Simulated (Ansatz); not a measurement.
# Strain response of Hf2Si

These are results of DFT PBEsol, scalar-relativistic, plane waves, PAW in Ansatz, not measurements. Run with 420 eV cutoff, 6×6×8 k-mesh, Gaussian smearing of 0.10 eV, no spin polarisation.

Reference structure (relaxed):

```
CELL_PARAMETERS angstrom
6.51065 0.00000 0.00000
0.00000 6.51065 0.00000
0.00000 0.00000 5.14322
ATOMIC_POSITIONS crystal
Hf 0.15675 0.34325 0.00000
Hf 0.84325 0.34325 0.50000
Hf 0.84325 0.65675 0.00000
Hf 0.15675 0.65675 0.50000
Hf 0.65675 0.84325 0.50000
Hf 0.34325 0.84325 0.00000
Hf 0.34325 0.15675 0.50000
Hf 0.65675 0.15675 0.00000
Si 0.00000 0.00000 0.25000
Si 0.00000 0.00000 0.75000
Si 0.50000 0.50000 0.75000
Si 0.50000 0.50000 0.25000
```

Deformation: shear that moves c along a by the strain times its height over the a-b plane, the cell held and the atoms relaxed, all within the symmetry that the strain leaves. Energies are extrapolated to zero smearing.

Spin–orbit coupling is left out, which can shift energies with elements as heavy as these.

| strain (%) | ΔE (meV/atom) | a (Å) | b (Å) | c (Å) |
| --- | --- | --- | --- | --- |
| +0.0 | 0.0 | 6.511 | 6.511 | 5.143 |
| +1.0 | 0.7 | 6.511 | 6.511 | 5.143 |
| +2.0 | 2.9 | 6.511 | 6.511 | 5.144 |
| +3.0 | 6.4 | 6.511 | 6.511 | 5.146 |
| +4.0 | 11.4 | 6.511 | 6.511 | 5.147 |
| +6.0 | 25.6 | 6.511 | 6.511 | 5.152 |

(1) What stiffness (1/V) d²E/dε² at zero strain does a cubic fit over all points give?

## Answers

(1) A cubic fit gives (1/V) d²E/dε² = 127 GPa at zero strain (the shear constant for this plane and direction).